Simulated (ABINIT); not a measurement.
# SnSe (Fm-3m) in ABINIT: a series of runs, part 2 of 2

ABINIT 10.8.3 (patched build). The steps go on from the part before.

## Step 4: Relaxation of cell and atoms, LDA

run.abi reads:

```
# Pseudopotentials
pp_dirpath "./"
pseudos "Sn.upf, Se.upf"

# Structure
acell 3*1.0
rprim
     0.0000000000     5.6880756351     5.6880756351
     5.6880756351     0.0000000000     5.6880756351
     5.6880756351     5.6880756351     0.0000000000
ntypat 2
znucl 50 34
natom 2
typat 1 2
chkprim 0
chksymtnons 0
tolsym 1.0e-6
xred
            0.0            0.0            0.0
            1/2            1/2            1/2

# Plane-wave basis
ecut 1170.089609 eV
ecutsm 0.5

# k points
kptopt 1
ngkpt 6 6 6
nshiftk 1
shiftk 0.0 0.0 0.0

# Exchange and correlation
ixc 7

# Bands and occupations
nband 19
occopt 3
tsmear 0.00183747

# SCF cycle
nstep 80
tolvrs 1.0e-12

# Output
iomode 3
prteig 0
prtebands 0
prtwf 0
prtden 0

# Relaxation
ionmov 2
optcell 2
ntime 50
tolmxf 2.0e-5
dilatmx 1.08
```

Potentials or basis: PseudoDojo NC SR LDA v0.4.1 standard.

The run is started by

```
$ mpirun --bind-to none -np 4 abinit run.abi > log 2>&1
```

run.abo:

```text
.Version 10.8.3 of ABINIT
 Symmetries : space group Fm -3 m (#225); Bravais cF (face-center cubic)
================================================================================
 Values of the parameters that define the memory need of the present run
     intxc =       0    ionmov =       2      iscf =       7    lmnmax =       6
     lnmax =       6     mgfft =      54  mpssoang =       3    mqgrid =    3001
     natom =       2  nloc_mem =       1    nspden =       1   nspinor =       1
    nsppol =       1      nsym =      48    n1xccc =    2501    ntypat =       2
    occopt =       3   xclevel =       1
       mpw =        6253          nfft =      157464          nkpt =          16
================================================================================
================================================================================

--------------------------------------------------------------------------------
------------- Echo of variables that govern the present computation ------------
[... 650 lines left out ...]
- sigma(3 3)=  2.60543259E-04  sigma(2 1)=  0.00000000E+00

== END DATASET(S) ==============================================================
================================================================================

 -outvars: echo values of variables after computation  --------
            acell      7.8585384379E+00  7.8585384379E+00  7.8585384379E+00 Bohr
           etotal     -1.9979336608E+02
            fcart     -0.0000000000E+00 -0.0000000000E+00 -0.0000000000E+00
                      -0.0000000000E+00 -0.0000000000E+00 -0.0000000000E+00
            rprim      0.0000000000E+00  7.0710678119E-01  7.0710678119E-01
                       7.0710678119E-01  0.0000000000E+00  7.0710678119E-01
                       7.0710678119E-01  7.0710678119E-01  0.0000000000E+00
           strten      8.8556853586E-09  8.8556853604E-09  8.8556853690E-09
                       0.0000000000E+00  0.0000000000E+00  0.0000000000E+00
           xangst      2.2087202685E-32 -2.2087202685E-32  2.2087202685E-32
                       2.9405455867E+00  2.9405455867E+00  2.9405455867E+00
             xred     -3.7556300411E-33  1.1266890123E-32 -3.7556300411E-33
                       5.0000000000E-01  5.0000000000E-01  5.0000000000E-01
 Calculation completed.
```

Run time: 97 s. Hardware: 4 MPI ranks of Arm Neoverse V1, shared host; peak memory 0.4 GiB.

What came out:

```
Free energy                            : -5436.6545 eV
Relaxed volume                         : 25.43 Å³/atom
Relaxed cell                           : a = 4.159 Å, b = 4.159 Å, c = 4.159 Å, α = 60.00°, β = 60.00°, γ = 60.00°
Space group after relaxing (to 0.05 Å) : Fm-3m (No. 225)
Energy gained by relaxing              : 22.5 meV/atom
Ionic steps                            : 5
Pressure after relaxing                : 0.0 GPa
Band gap on the k mesh                 : 0.91 eV, direct
```

The path:
```csv
step,energy change (eV),largest force (eV/Å),pressure (GPa),volume (Å³)
1,0.0000,0.0000,-3.67,54.54
2,-0.0130,0.0000,-3.16,53.93
3,-0.0446,0.0000,0.38,50.54
4,-0.0450,0.0000,-0.03,50.88
5,-0.0450,0.0000,0.00,50.85
```

Final structure:
```
CELL_PARAMETERS angstrom
0.00000 2.94055 2.94055
2.94055 0.00000 2.94055
2.94055 2.94055 0.00000
ATOMIC_POSITIONS crystal
Sn 0.00000 0.00000 0.00000
Se 0.50000 0.50000 0.50000
```

Caveat: spin-orbit coupling is left out, which moves the levels of the heavy elements.

## Step 5: Single point, LDA (cell relaxed)

run.abi reads:

```
pp_dirpath "./"
pseudos "Sn.upf, Se.upf"

acell 3*1.0 Angstrom
rprim
     0.0000000000     2.9405455900     2.9405455900
     2.9405455900     0.0000000000     2.9405455900
     2.9405455900     2.9405455900     0.0000000000
ntypat 2
znucl 50 34
natom 2
typat 1 2
xred
     0.0000000000     0.0000000000     0.0000000000
     0.5000000000     0.5000000000     0.5000000000
chkprim 0
chksymtnons 0
tolsym 1.0e-6

ecut 43.0

kptopt 1
ngkpt 6 6 6
nshiftk 1
shiftk 0.0 0.0 0.0

ixc 7

nband 19
occopt 3
tsmear 0.00183747

nstep 100
tolvrs 1.0e-10

iomode 3
prtwf 0
prtden 0
prteig 0
prtebands 0
enunit 2
```

The run is started by

```
$ mpirun --bind-to none -np 4 abinit run.abi > log 2>&1
```

Wall time 14 s (4 MPI ranks of Arm Neoverse V1, shared host); peak memory 0.32 GiB.

Results (log left out):

* Free energy: -5436.6545 eV
* Pressure: 0.0 GPa
* Band gap on the k mesh: 0.91 eV, direct
* Valence electrons inside the program's atomic spheres: Sn 10.55; Se 13.24

Levels at points of the mesh, in eV from the valence-band top:
| k point | band 12 | band 13 | band 14 | band 15 | band 16 | band 17 | band 18 | band 19 |
| --- | --- | --- | --- | --- | --- | --- | --- | --- |
| (0.00, 0.00, 0.00) | -4.86 | -2.22 | -2.22 | -2.22 | 4.63 | 4.63 | 4.63 | 5.96 |
| (0.50, 0.00, 0.00) | -8.35 | -1.95 | -1.95 | 0.00 | 0.91 | 1.29 | 1.29 | 8.51 |
| (0.50, 0.50, 0.00) | -6.02 | -5.82 | -3.81 | -3.81 | 2.92 | 5.79 | 5.79 | 6.47 |

Caveat: spin-orbit coupling is left out, which moves the levels of the heavy elements. A k mesh can miss the band edges.

## Step 6: Single point, LDA

run.abi reads:

```
# Pseudopotentials
pp_dirpath "./"
pseudos "Sn.hgh, Se.hgh"

# Structure
acell 8.044153707 8.044153707 8.044153707
rprim
     0.0000000000     0.7071067812     0.7071067812
     0.7071067812     0.0000000000     0.7071067812
     0.7071067812     0.7071067812     0.0000000000
ntypat 2
znucl 50 34
natom 2
typat 1 2
xred
     0.0000000000     0.0000000000     0.0000000000
     0.5000000000     0.5000000000     0.5000000000

# Plane-wave basis
ecut 598.650497 eV

# k points
kptopt 1
ngkpt 6 6 6
nshiftk 1
shiftk 0.0 0.0 0.0

# Exchange and correlation
ixc 7

# Bands and occupations
nband 9
occopt 3
tsmear 0.05 eV

# SCF cycle
nstep 100
tolvrs 1.0e-10

# Output
iomode 3
prtwf 0
prtden 0
prteig 0
prtebands 0
enunit 1
```

Potentials or basis: HGH LDA.

The run is started by

```
$ abinit run.abi > log 2>&1
```

Run time: 5 s. Hardware: 1 thread of Arm Neoverse V2, shared host; peak memory 0.06 GiB.

Results (log left out):

| Item | Value |
| --- | --- |
| Free energy | -356.3630 eV |
| Band gap on the k mesh | 0.61 eV, direct |
| Valence electrons inside the program's atomic spheres | Sn 1.00; Se 3.21 |

Levels at points of the mesh, in eV from the valence-band top:
| k point | band 3 | band 4 | band 5 | band 6 | band 7 | band 8 |
| --- | --- | --- | --- | --- | --- | --- |
| (0.00, 0.00, 0.00) | -2.05 | -2.05 | -2.05 | 4.33 | 4.33 | 4.33 |
| (0.50, 0.00, 0.00) | -1.84 | -1.84 | 0.00 | 0.61 | 1.27 | 1.27 |
| (0.50, 0.50, 0.00) | -5.38 | -3.52 | -3.52 | 3.09 | 5.36 | 5.36 |

Caveat: the cutoff is too short for stress, so the log's stress isn't used; spin-orbit coupling is left out, which moves the levels of the heavy elements; HGH potentials are hard and often keep d shells in the core, so these values are rough.

## Step 7: Summary

```tsv
task	cell	cutoff (eV)	cell freedom (optcell)	optimiser (ionmov)	cutoff smearing ecutsm (Ha)	force stop (Ha/bohr)	gap on the mesh (eV)	pressure (GPa)
single point	as given	1088	-	-	-	-	0.60	-3.8
relaxation of cell and atoms	relaxed	1170	2	2	0.5	2e-05	0.91	0.0
single point	cell relaxed	1170	-	-	-	-	0.91	0.0
```

Alike in all rows: level LDA; potentials or basis PseudoDojo NC SR LDA v0.4.1 standard; no spin polarisation; k mesh 6 × 6 × 6; smearing fermi-dirac 0.05 eV.

Caveats: spin-orbit coupling is left out, which moves the levels of the heavy elements.

Total energies depend on the potentials used, so only differences within one code and one set of settings carry meaning.
